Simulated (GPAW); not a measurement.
# CdS (Greenockite) (P6_3mc) in GPAW: further runs

Aim: see how the results for CdS (Greenockite) move with the level of theory and the settings. Levels: SCAN+D3, revTPSS, revPBE. Tasks: relaxation of cell and atoms.

All numbers are computed with GPAW 26.7.0; they aren't measurements. Logs are shortened: lines on timing, memory, paths and dates and some standing lists are left out, and cuts for length are marked. The log counts tension as positive stress, the text compression.

**1. Starting point**

It takes space group P6_3mc (No. 186, hexagonal). Conventional cell: a = 4.150 Å, b = 4.150 Å, c = 6.737 Å, α = 90.00°, β = 90.00°, γ = 120.00°. Around Cd (site symmetry 3m) lie 4 S at 2.53 to 2.54 Å. Around S (site symmetry 3m) lie 4 Cd at 2.53 to 2.54 Å.

**2. Relaxation of cell and atoms, SCAN+D3**

File run.py:

```python
from ase.calculators.mixing import SumCalculator
from ase.filters import FrechetCellFilter
from ase.io import write
from ase.optimize import LBFGS
from ase.spacegroup import crystal
from dftd3.ase import DFTD3
from gpaw import GPAW, PW

# Cd 2b
# S 2b
atoms = crystal(['Cd', 'S'],
                basis=[[0.6666666667, 0.3333333333, 0.5],
                       [0.6666666667, 0.3333333333, 0.875]],
                spacegroup=186, setting=1,  # P6_3mc
                cellpar=[4.15, 4.15, 6.737, 90.0, 90.0, 120.0],
                primitive_cell=True)

calc = GPAW(mode=PW(600),
            xc='MGGA_X_SCAN+MGGA_C_SCAN',
            kpts={'size': (5, 5, 3), 'gamma': True},
            occupations={'name': 'fermi-dirac', 'width': 0.05},
            nbands=31,
            convergence={'density': 1e-05, 'energy': 1e-05},
            maxiter=150,
            txt='gpaw.txt')
atoms.calc = SumCalculator([calc, DFTD3(method='scan', damping='d3zero')])
opt = LBFGS(FrechetCellFilter(atoms), trajectory='relax.traj', logfile='-')
done = opt.run(fmax=0.02, steps=40)
calc.write('gs.gpw')
write('result.traj', atoms)
print('Converged:', done)
print('Cell:', atoms.cell.cellpar().round(4))
print('Volume:', round(atoms.get_volume(), 4))
print(atoms.get_scaled_positions().round(5))
```

Potentials or basis: GPAW PAW data sets (gpaw-data 1.2.1), pw.

Launch:

```bash
OMP_NUM_THREADS=1 python run.py
```

gpaw.txt:

```text
__  _  _
 | _ |_)|_||  |
 |__||  | ||/\| - 26.7.0

Input parameters:
  mode=PW(ecut=600.0),
  convergence={'density': 1e-05, 'energy': 1e-05},
  kpts=MonkhorstPack(size=(5, 5, 3), gamma=True),
  maxiter=150,
  nbands=31,
  occupations=Occupations(name='fermi-dirac', width=0.05),
  xc=XC(name='MGGA_X_SCAN+MGGA_C_SCAN')

Diagonalizing LCAO Hamiltonian
Converting LCAO to pw mode

            S

            Cd
        S

        Cd

Atoms  # Å, Bohr magnetons
|   | symbol |         x |        y |        z |    initial magnetic moments |
|---|--------|-----------|----------|----------|-----------------------------|
| 0 |     Cd |  2.075000 | 1.198002 | 3.368500 | ( 0.0000,  0.0000,  0.0000) |
| 1 |     Cd | -0.000000 | 2.396004 | 0.000000 | ( 0.0000,  0.0000,  0.0000) |
| 2 |      S |  2.075000 | 1.198002 | 5.894875 | ( 0.0000,  0.0000,  0.0000) |
| 3 |      S | -0.000000 | 2.396004 | 2.526375 | ( 0.0000,  0.0000,  0.0000) |

Unit cell  # Å
| periodic |         x |        y |        z |  lengths |     angles |
|----------|-----------|----------|----------|----------|------------|
|      yes |  4.150000 | 0.000000 | 0.000000 | 4.150000 |  90.000000 |
|      yes | -2.075000 | 3.594005 | 0.000000 | 4.150000 |  90.000000 |
|      yes |  0.000000 | 0.000000 | 6.737000 | 6.737000 | 120.000000 |

Number of symmetries: 6
Symmetry operations  # r_c * U_cc + t_c -> r_c
|   | kind |            matrix            |
|---|------|------------------------------|
| 0 |  σ   |  1, 1, 0,  0,-1, 0,  0, 0, 1 |
| 1 |  E   |  1, 0, 0,  0, 1, 0,  0, 0, 1 |
| 2 |  C3  |  0, 1, 0, -1,-1, 0,  0, 0, 1 |
| 3 |  σ   |  0,-1, 0, -1, 0, 0,  0, 0, 1 |
| 4 |  σ   | -1, 0, 0,  1, 1, 0,  0, 0, 1 |
| 5 |  C3  | -1,-1, 0,  1, 0, 0,  0, 0, 1 |

BZ-sampling:
  Number of BZ points: 75
  Number of IBZ points: 12
[... 168 lines left out ...]
|         12 |        -1.258 |     2.000 |
|         13 |         2.384 |     2.000 |
|         14 |         2.384 |     2.000 |
|         15 |         3.122 |     2.000 |
[... 8 lines left out ...]
|         24 |        11.216 |     0.000 |
|         25 |        11.217 |     0.000 |
|        ... |               |           |
|         30 |        15.586 |     0.000 |

Gap: 1.541 eV
Transition (v -> c):
  (s=0, k=0, n=17, [0.00, 0.00, 0.00]) -> (s=0, k=0, n=18, [0.00, 0.00, 0.00])
No difference between direct/indirect transitions

Stress tensor  # eV/Ang^3
|        x |        y |         z |
|----------|----------|-----------|
| 0.001159 | 0.000000 |  0.000000 |
| 0.000000 | 0.001159 |  0.000000 |
| 0.000000 | 0.000000 | -0.002446 |

Forces  # eV/Ang
|        x |        y |        z |
|----------|----------|----------|
| -0.00000 |  0.00000 | -0.06097 |  # Cd   0
| -0.00000 |  0.00000 | -0.06058 |  # Cd   1
|  0.00000 |  0.00000 |  0.07752 |  # S    2
|  0.00000 | -0.00000 |  0.07761 |  # S    3

Interpolating wave functions to new cell

            S

            Cd
        S

        Cd

Atoms  # Å, Bohr magnetons
|   | symbol |         x |        y |         z |    initial magnetic moments |
|---|--------|-----------|----------|-----------|-----------------------------|
| 0 |     Cd |  2.074259 | 1.197574 |  3.367392 | ( 0.0000,  0.0000,  0.0000) |
| 1 |     Cd | -0.000000 | 2.395147 | -0.000926 | ( 0.0000,  0.0000,  0.0000) |
| 2 |      S |  2.074259 | 1.197574 |  5.895735 | ( 0.0000,  0.0000,  0.0000) |
| 3 |      S | -0.000000 | 2.395147 |  2.527412 | ( 0.0000,  0.0000,  0.0000) |
[... 193 lines left out ...]
|         12 |        -1.250 |     2.000 |
|         13 |         2.394 |     2.000 |
|         14 |         2.394 |     2.000 |
|         15 |         3.131 |     2.000 |
[... 8 lines left out ...]
|         24 |        11.224 |     0.000 |
|         25 |        11.224 |     0.000 |
|        ... |               |           |
|         30 |        15.204 |     0.000 |

Gap: 1.543 eV
Transition (v -> c):
  (s=0, k=0, n=17, [0.00, 0.00, 0.00]) -> (s=0, k=0, n=18, [0.00, 0.00, 0.00])
No difference between direct/indirect transitions

Stress tensor  # eV/Ang^3
|        x |        y |         z |
|----------|----------|-----------|
| 0.000650 | 0.000000 |  0.000000 |
| 0.000000 | 0.000650 |  0.000000 |
| 0.000000 | 0.000000 | -0.002284 |

Forces  # eV/Ang
|        x |       y |        z |
|----------|---------|----------|
|  0.00000 | 0.00000 | -0.04813 |  # Cd   0
| -0.00000 | 0.00000 | -0.04817 |  # Cd   1
|  0.00000 | 0.00000 |  0.06459 |  # S    2
| -0.00000 | 0.00000 |  0.06457 |  # S    3

Interpolating wave functions to new cell

            S

            Cd
        S

        Cd

Atoms  # Å, Bohr magnetons
|   | symbol |         x |        y |         z |    initial magnetic moments |
|---|--------|-----------|----------|-----------|-----------------------------|
| 0 |     Cd |  2.069840 | 1.195023 |  3.360731 | ( 0.0000,  0.0000,  0.0000) |
| 1 |     Cd | -0.000000 | 2.390045 | -0.006046 | ( 0.0000,  0.0000,  0.0000) |
| 2 |      S |  2.069840 | 1.195023 |  5.899754 | ( 0.0000,  0.0000,  0.0000) |
| 3 |      S | -0.000000 | 2.390045 |  2.532973 | ( 0.0000,  0.0000,  0.0000) |
[... 211 lines left out ...]
Gap: 1.555 eV
Transition (v -> c):
  (s=0, k=0, n=17, [0.00, 0.00, 0.00]) -> (s=0, k=0, n=18, [0.00, 0.00, 0.00])
No difference between direct/indirect transitions

Stress tensor  # eV/Ang^3
|         x |         y |         z |
|-----------|-----------|-----------|
| -0.002455 | -0.000000 | -0.000000 |
| -0.000000 | -0.002455 |  0.000000 |
|  0.000000 |  0.000000 | -0.001604 |

Forces  # eV/Ang
|        x |        y |        z |
|----------|----------|----------|
|  0.00000 |  0.00000 |  0.02189 |  # Cd   0
| -0.00000 | -0.00000 |  0.02176 |  # Cd   1
|  0.00000 |  0.00000 | -0.00754 |  # S    2
|  0.00000 | -0.00000 | -0.00737 |  # S    3

Interpolating wave functions to new cell

            S

            Cd
        S

        Cd

Atoms  # Å, Bohr magnetons
|   | symbol |         x |        y |         z |    initial magnetic moments |
|---|--------|-----------|----------|-----------|-----------------------------|
| 0 |     Cd |  2.069687 | 1.194934 |  3.360423 | ( 0.0000,  0.0000,  0.0000) |
| 1 |     Cd | -0.000000 | 2.389868 | -0.005889 | ( 0.0000,  0.0000,  0.0000) |
| 2 |      S |  2.069687 | 1.194934 |  5.899011 | ( 0.0000,  0.0000,  0.0000) |
| 3 |      S | -0.000000 | 2.389868 |  2.532699 | ( 0.0000,  0.0000,  0.0000) |
[... 211 lines left out ...]
Gap: 1.556 eV
Transition (v -> c):
  (s=0, k=0, n=17, [0.00, 0.00, 0.00]) -> (s=0, k=0, n=18, [0.00, 0.00, 0.00])
No difference between direct/indirect transitions

Stress tensor  # eV/Ang^3
|         x |         y |         z |
|-----------|-----------|-----------|
| -0.002548 | -0.000000 |  0.000000 |
| -0.000000 | -0.002548 | -0.000000 |
|  0.000000 | -0.000000 | -0.001757 |

Forces  # eV/Ang
|       x |        y |        z |
|---------|----------|----------|
| 0.00000 |  0.00000 |  0.02117 |  # Cd   0
| 0.00000 |  0.00000 |  0.02110 |  # Cd   1
| 0.00000 | -0.00000 | -0.00661 |  # S    2
| 0.00000 | -0.00000 | -0.00654 |  # S    3

Interpolating wave functions to new cell

            S

            Cd
        S

        Cd

Atoms  # Å, Bohr magnetons
|   | symbol |         x |        y |         z |    initial magnetic moments |
|---|--------|-----------|----------|-----------|-----------------------------|
| 0 |     Cd |  2.068728 | 1.194381 |  3.358326 | ( 0.0000,  0.0000,  0.0000) |
| 1 |     Cd | -0.000000 | 2.388762 | -0.004095 | ( 0.0000,  0.0000,  0.0000) |
| 2 |      S |  2.068728 | 1.194381 |  5.892485 | ( 0.0000,  0.0000,  0.0000) |
| 3 |      S | -0.000000 | 2.388762 |  2.530083 | ( 0.0000,  0.0000,  0.0000) |
[... 210 lines left out ...]
Gap: 1.561 eV
Transition (v -> c):
  (s=0, k=0, n=17, [0.00, 0.00, 0.00]) -> (s=0, k=0, n=18, [0.00, 0.00, 0.00])
No difference between direct/indirect transitions

Stress tensor  # eV/Ang^3
|         x |         y |         z |
|-----------|-----------|-----------|
| -0.003104 | -0.000000 |  0.000000 |
| -0.000000 | -0.003104 |  0.000000 |
|  0.000000 |  0.000000 | -0.003112 |

Forces  # eV/Ang
|        x |        y |       z |
|----------|----------|---------|
| -0.00000 |  0.00000 | 0.00967 |  # Cd   0
|  0.00000 | -0.00000 | 0.00986 |  # Cd   1
| -0.00000 |  0.00000 | 0.00611 |  # S    2
|  0.00000 | -0.00000 | 0.00581 |  # S    3

# Writing to gs.gpw (mode='')
```

Wall time 7.2 min (1 thread of Intel Xeon Platinum 8259CL at 2.50GHz (Skylake/Cascade Lake), shared host); peak memory 0.84 GiB.

What came out:

| Quantity | Value |
| --- | --- |
| Free energy | -73.6048 eV |
| Relaxed volume | 24.92 Å³/atom |
| Relaxed cell | a = 4.137 Å, b = 4.137 Å, c = 6.725 Å, α = 90.00°, β = 90.00°, γ = 120.00° |
| Space group after relaxing (to 0.05 Å) | P6_3mc (No. 186) |
| Energy gained by relaxing | 0.5 meV/atom |
| Ionic steps | 5 |
| Pressure after relaxing | 0.0 GPa |
| Largest force after relaxing | 0.011 eV/Å |
| Band gap on the k mesh | 1.56 eV, direct |
| Dispersion energy per atom | -0.080 eV |

Forces in eV/Å, atoms in the order of the input:
```
Cd  0.000 0.000 0.005
Cd  0.000 0.000 0.005
S   0.000 0.000 0.011
S   0.000 0.000 0.010
```

Step by step:
| step | energy change (eV) | largest force (eV/Å) | pressure (GPa) | volume (Å³) |
| --- | --- | --- | --- | --- |
| 1 | 0.0000 | 0.0818 | -0.46 | 100.48 |
| 2 | -0.0005 | 0.0689 | -0.41 | 100.41 |
| 3 | -0.0019 | 0.0174 | -0.12 | 99.93 |
| 4 | -0.0019 | 0.0167 | -0.10 | 99.90 |
| 5 | -0.0020 | 0.0107 | 0.02 | 99.70 |

Final structure:
```
CELL_PARAMETERS angstrom
4.13746 0.00000 0.00000
-2.06873 3.58314 0.00000
0.00000 0.00000 6.72483
ATOMIC_POSITIONS crystal
Cd 0.66667 0.33333 0.49939
Cd 0.33333 0.66667 0.99939
S 0.66667 0.33333 0.87623
S 0.33333 0.66667 0.37623
```

Levels at points of the mesh, in eV from the valence-band top:
| k point | band 16 | band 17 | band 18 | band 19 | band 20 | band 21 |
| --- | --- | --- | --- | --- | --- | --- |
| (0.00, 0.00, 0.00) | -0.05 | 0.00 | 0.00 | 1.56 | 3.16 | 6.90 |

Caveat: later steps reuse the first step's grids; the PAW data sets were made with another functional, which shifts forces and pressure a little.

**3. Relaxation of cell and atoms, revTPSS, target pressure 2 GPa, at which the enthalpy is minimised**

File run.py:

```python
from ase.filters import FrechetCellFilter
from ase.io import read, write
from ase.optimize import LBFGS
from ase.units import GPa
from gpaw import GPAW, PW

atoms = read('CdS.cif')

calc = GPAW(mode=PW(600),
            xc='MGGA_X_REVTPSS+MGGA_C_REVTPSS',
            kpts={'size': (5, 5, 3), 'gamma': True},
            occupations={'name': 'fermi-dirac', 'width': 0.05},
            nbands=31,
            convergence={'density': 1e-06, 'energy': 1e-06, 'eigenstates': 1e-10},
            eigensolver='davidson',
            maxiter=150,
            txt='gpaw.txt')
atoms.calc = calc
opt = LBFGS(FrechetCellFilter(atoms, scalar_pressure=2 * GPa), trajectory='relax.traj', logfile='-')
done = opt.run(fmax=0.05, steps=60)
calc.write('gs.gpw')
write('result.traj', atoms)
print('Converged:', done)
print('Cell:', atoms.cell.cellpar().round(4))
print('Volume:', round(atoms.get_volume(), 4))
print(atoms.get_scaled_positions().round(5))
```

File CdS.cif:

```cif
data_CdS
_cell_length_a 4.15000000
_cell_length_b 4.15000000
_cell_length_c 6.73700000
_cell_angle_alpha 90.00000000
_cell_angle_beta 90.00000000
_cell_angle_gamma 120.00000000
_space_group_name_H-M_alt 'P6_3mc'
_space_group_name_Hall 'P 6c -2c'
_space_group_IT_number 186
loop_
_space_group_symop_operation_xyz
'x,y,z'
'x-y,x,z+1/2'
'-y,x-y,z'
'-x,-y,z+1/2'
'-x+y,-x,z'
'y,-x+y,z+1/2'
'y,x,z+1/2'
'x,x-y,z'
'x-y,-y,z+1/2'
'-y,-x,z'
'-x,-x+y,z+1/2'
'-x+y,y,z'
loop_
_atom_site_label
_atom_site_type_symbol
_atom_site_symmetry_multiplicity
_atom_site_Wyckoff_symbol
_atom_site_fract_x
_atom_site_fract_y
_atom_site_fract_z
_atom_site_occupancy
Cd1 Cd 2 b 0.6666666667 0.3333333333 0.5000000000 1
S1 S 2 b 0.6666666667 0.3333333333 0.8750000000 1
```

Potentials or basis: GPAW PAW data sets (gpaw-data 1.2.1), pw.

Launch:

```bash
OMP_NUM_THREADS=1 python run.py
```

Wall time 4.2 min (1 thread of Intel Xeon 6975P-C (Granite Rapids), shared host); peak memory 0.8 GiB.

The run converged. Its results:

* Free energy: 24.4784 eV
* Relaxed volume: 24.66 Å³/atom
* Relaxed cell: a = 4.124 Å, b = 4.124 Å, c = 6.697 Å, α = 90.00°, β = 90.00°, γ = 120.00°
* Space group after relaxing (to 0.05 Å): P6_3mc (No. 186)
* Energy change on relaxing (the enthalpy is what falls): +3.9 meV/atom
* Ionic steps: 5
* Pressure after relaxing: 2.0 GPa
* Largest force after relaxing: 0.007 eV/Å
* Band gap on the k mesh: 1.35 eV, direct

Forces on the atoms (eV/Å):
```
Cd   0.000  0.000 -0.007
Cd   0.000  0.000 -0.007
S    0.000  0.000  0.006
S    0.000  0.000  0.007
```

Stress tensor (GPa, compression positive):
```
2.02 0.00 0.00
0.00 2.02 0.00
0.00 0.00 1.91
```

The path:
```
step  energy change (eV)  largest force (eV/Å)  pressure (GPa)  volume (Å³)
   1              0.0000                0.0718            0.80       100.48
   2              0.0008                0.0601            0.92       100.28
   3              0.0146                0.0261            1.92        98.72
   4              0.0145                0.0196            1.92        98.73
   5              0.0156                0.0066            1.98        98.63
```

Final structure:
```
Cd S
1.0
     4.12385    0.00000    0.00000
    -2.06192    3.57136    0.00000
     0.00000    0.00000    6.69662
Cd S
2 2
Cartesian
  2.0619 1.1905 3.3419
  0.0000 2.3809 -0.0064
  2.0619 1.1905 5.8659
  0.0000 2.3809 2.5176
```

Levels at points of the mesh, in eV from the valence-band top:
```tsv
k point	band 16	band 17	band 18	band 19	band 20	band 21
(0.00, 0.00, 0.00)	-0.04	0.00	0.00	1.35	2.93	6.63
```

Caveat: later steps reuse the first step's grids; the PAW data sets were made with another functional, which shifts forces and pressure a little.

**4. Relaxation of cell and atoms, revPBE**

File run.py:

```python
from ase.filters import FrechetCellFilter
from ase.io import read, write
from ase.optimize import LBFGS
from gpaw import GPAW, PW

atoms = read('CdS.cif')

calc = GPAW(mode=PW(600),
            xc='revPBE',
            kpts={'size': (5, 5, 3), 'gamma': True},
            occupations={'name': 'fermi-dirac', 'width': 0.05},
            nbands=31,
            convergence={'density': 1e-06, 'energy': 1e-06, 'eigenstates': 1e-10},
            maxiter=150,
            txt='gpaw.txt')
atoms.calc = calc
opt = LBFGS(FrechetCellFilter(atoms), trajectory='relax.traj', logfile='-')
done = opt.run(fmax=0.02, steps=100)
calc.write('gs.gpw')
write('result.traj', atoms)
print('Converged:', done)
print('Cell:', atoms.cell.cellpar().round(4))
print('Volume:', round(atoms.get_volume(), 4))
print(atoms.get_scaled_positions().round(5))
```

CdS.cif is that of step 3.

Potentials or basis: the program's PAW data sets (release 1.2.1) made for this functional, pw.

Launch:

```bash
OMP_NUM_THREADS=1 python run.py
```

Run time: 80 s. Hardware: 1 thread of Intel Xeon 6975P-C (Granite Rapids), shared host; peak memory 0.23 GiB.

The run converged. Its results:

```yaml
Free_energy: -11.5648 eV
Relaxed_volume: 26.72 Å³/atom
Relaxed_cell: a = 4.233 Å, b = 4.233 Å, c = 6.888 Å, α = 90.00°, β = 90.00°, γ = 120.00°
Space_group_after_relaxing_to_0.05_Å: P6_3mc (No. 186)
Energy_gained_by_relaxing: 16.8 meV/atom
Ionic_steps: 6
Pressure_after_relaxing: 0.0 GPa
Largest_force_after_relaxing: 0.010 eV/Å
Band_gap_on_the_k_mesh: 1.17 eV, direct
```

Forces on the atoms (eV/Å):
```
Cd   0.000  0.000  0.010
Cd   0.000  0.000  0.010
S    0.000  0.000 -0.010
S    0.000  0.000 -0.010
```

Stress tensor (GPa, compression positive):
```
-0.01  0.00  0.00
 0.00 -0.01  0.00
 0.00  0.00 -0.10
```

The path:
```tsv
step	energy change (eV)	largest force (eV/Å)	pressure (GPa)	volume (Å³)
1	0.0000	0.0664	3.46	100.48
2	-0.0124	0.0531	3.09	101.07
3	-0.0663	0.0269	0.27	106.24
4	-0.0668	0.0275	0.05	106.71
5	-0.0669	0.0235	0.01	106.80
6	-0.0671	0.0102	-0.04	106.90
```

Final structure:
```
CELL_PARAMETERS angstrom
4.23318 0.00000 0.00000
-2.11659 3.66604 0.00000
0.00000 0.00000 6.88810
ATOMIC_POSITIONS crystal
Cd 0.66667 0.33333 0.49903
Cd 0.33333 0.66667 0.99903
S 0.66667 0.33333 0.87597
S 0.33333 0.66667 0.37597
```

Levels at points of the mesh, in eV from the valence-band top:
```csv
k point,band 15,band 16,band 17,band 18,band 19,band 20,band 21,band 22
"(0.00, 0.00, 0.00)",-0.66,-0.03,0.00,0.00,1.17,2.78,6.50,6.50
```

Caveat: later steps reuse the first step's grids.

**5. The runs side by side**

| level | potentials or basis | cell | fmax | max steps | eigensolver | target pressure | gap on the mesh (eV) | pressure (GPa) | relaxed volume (Å³/atom) | largest force (eV/Å) |
| --- | --- | --- | --- | --- | --- | --- | --- | --- | --- | --- |
| SCAN+D3 | GPAW PAW data sets (gpaw-data 1.2.1), pw | relaxed | 0.02 eV/Å | 40 | - | - | 1.56 | 0.0 | 24.92 | 0.01 |
| revTPSS | GPAW PAW data sets (gpaw-data 1.2.1), pw | relaxed to 2 GPa | 0.05 eV/Å | 60 | davidson | 2 GPa | 1.35 | 2.0 | - | 0.01 |
| revPBE | the program's PAW data sets (release 1.2.1) made for this functional, pw | relaxed | 0.02 eV/Å | 100 | - | - | 1.17 | 0.0 | 26.72 | 0.01 |

Alike in all rows: task relaxation of cell and atoms; no spin polarisation; k mesh 5 × 5 × 3; cutoff (eV) 600; smearing fermi-dirac 0.05 eV.

Caveats: later steps reuse the first step's grids; the PAW data sets were made with another functional, which shifts forces and pressure a little (some runs).

Total energies depend on the potentials used, so only differences within one code and one set of settings carry meaning.
